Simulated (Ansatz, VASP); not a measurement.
# Ta in VASP and in Ansatz

File INCAR:

```
SYSTEM = Ta
PREC = Accurate
ENCUT = 520
EDIFF = 1E-7
ISMEAR = -1
SIGMA = 0.05
LREAL = .FALSE.
LASPH = .TRUE.
NELM = 150
ALGO = Fast
ISIF = 2
LWAVE = .FALSE.
LCHARG = .TRUE.
MAGMOM = 0 0 0
LORBIT = 11
LSORBIT = .TRUE.
GGA_COMPAT = .FALSE.
LORBMOM = .TRUE.
LMAXMIX = 4
GGA = PE
LVHAR = .TRUE.
NBANDS = 22
```

KPOINTS

```
Automatic mesh
0
G
  11 11 11
  0 0 0
```

POSCAR

```
Ta
1.0
   -1.6512800000      1.6512800000      1.6512800000
    1.6512800000     -1.6512800000      1.6512800000
    1.6512800000      1.6512800000     -1.6512800000
Ta
1
Direct
    0.0000000000      0.0000000000      0.0000000000
```

The input input.yaml:

```yaml
crystal:
  lattice:
    - [-1.65128, 1.65128, 1.65128]
    - [1.65128, -1.65128, 1.65128]
    - [1.65128, 1.65128, -1.65128]
  atoms:
    - { symbol: Ta, position: [0.0, 0.0, 0.0] }
hamiltonian:
  xc: pbe
  pseudopotentials: { kind: paw_fr }
magnetization:
  noncollinear: true
  spin_orbit: true
kpoints:
  mp_grid: { grid: [11, 11, 11] }
  band_path:
    path:
      - [[0.0, 0.0, 0.0], [0.5, -0.5, 0.5], [0.0, 0.0, 0.5], [0.0, 0.0, 0.0], [0.25, 0.25, 0.25], [0.5, -0.5, 0.5]]
      - [[0.25, 0.25, 0.25], [0.0, 0.0, 0.5]]
    npoints: 14
scf:
  occupations: { method: fermi_dirac, width: 0.05 }
  n_extra_bands: 6
output:
  forces: true
  stress: true
  eigenvalues: true
  fatbands: false
```

Alike in both runs: functional PBE; k mesh 11 × 11 × 11; occupations fermi-dirac, width 0.05 eV; non-collinear spin, spin-orbit coupling.

|  | VASP | Ansatz |
| --- | --- | --- |
| version | VASP 6.6.1 | Ansatz 0.2.0 |
| potentials or method | VASP PAW PBE potentials, release 64 (Ta_pv) | Ansatz PAW |
| plane-wave cutoff (eV) | 520 | 420 |
| valence electrons in the cell | 11 | 13 |
| task | single point | band structure |

```csv
,VASP,Ansatz,Ansatz less VASP
gap on the k mesh at the Fermi level (eV),none,none,-
pressure (GPa),2.5,2.5,+0.01
net moment per atom (μB),0.00,0.00,0.000
```

A gap of «none» marks a metal or a gap that the smearing closes. The two sets of potentials don't hold the same shells in valence.
